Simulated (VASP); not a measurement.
Input of a VASP 6.6.1 run:

The input INCAR:

```
SYSTEM = Te2Mo
PREC = Accurate
ENCUT = 520
EDIFF = 1E-7
ISMEAR = 0
SIGMA = 0.05
LREAL = .False.
LASPH = .True.
NELM = 100
ALGO = Normal
ISIF = 2
LWAVE = .False.
LCHARG = .False.
GGA = PE
IVDW = 12
IBRION = 2
NSW = 40
EDIFFG = -0.005
KPAR = 2
```

The input KPOINTS:

```
Automatic mesh
0
Gamma
  10 10 3
  0 0 0
```

POSCAR

```
Te2Mo
1.0
    3.5182000000      0.0000000000      0.0000000000
   -1.7591000000      3.0468505800      0.0000000000
    0.0000000000      0.0000000000     13.9736000000
Te Mo
4 2
Direct
    0.3333333300      0.6666666700      0.6210000000
    0.6666666700      0.3333333300      0.1210000000
    0.3333333300      0.6666666700      0.8790000000
    0.6666666700      0.3333333300      0.3790000000
    0.3333333300      0.6666666700      0.2500000000
    0.6666666700      0.3333333300      0.7500000000
```

Potentials or basis: VASP PAW PBE potentials, release 64 (Te, Mo_sv).

Run with:

```bash
$ cat potpaw_PBE.64/Te/POTCAR potpaw_PBE.64/Mo_sv/POTCAR > POTCAR
$ mpirun -np 2 vasp_std > vasp.out
```

**Question.** Estimate the band gap on the k mesh.

**Answer.** 0.70 eV, indirect (least direct gap 1.15 eV).

**Question.** Predict the dispersion energy per atom.

**Answer.** -0.537 eV.

Final structure:
```yaml
crystal:
  lattice:
    - [3.51820, 0.00000, 0.00000]
    - [-1.75910, 3.04685, 0.00000]
    - [0.00000, 0.00000, 13.97360]
  atoms:
    - { symbol: Te, position: [0.33333, 0.66667, 0.62008] }
    - { symbol: Te, position: [0.66667, 0.33333, 0.12008] }
    - { symbol: Te, position: [0.33333, 0.66667, 0.87992] }
    - { symbol: Te, position: [0.66667, 0.33333, 0.37992] }
    - { symbol: Mo, position: [0.33333, 0.66667, 0.25000] }
    - { symbol: Mo, position: [0.66667, 0.33333, 0.75000] }
```

Caveat: spin-orbit coupling is left out, which moves the levels of the heavy elements; an odd mesh through Γ misses points on the zone boundary, where band edges often lie.

The gap isn't set beside the measured one, since this odd mesh misses points on the zone boundary.
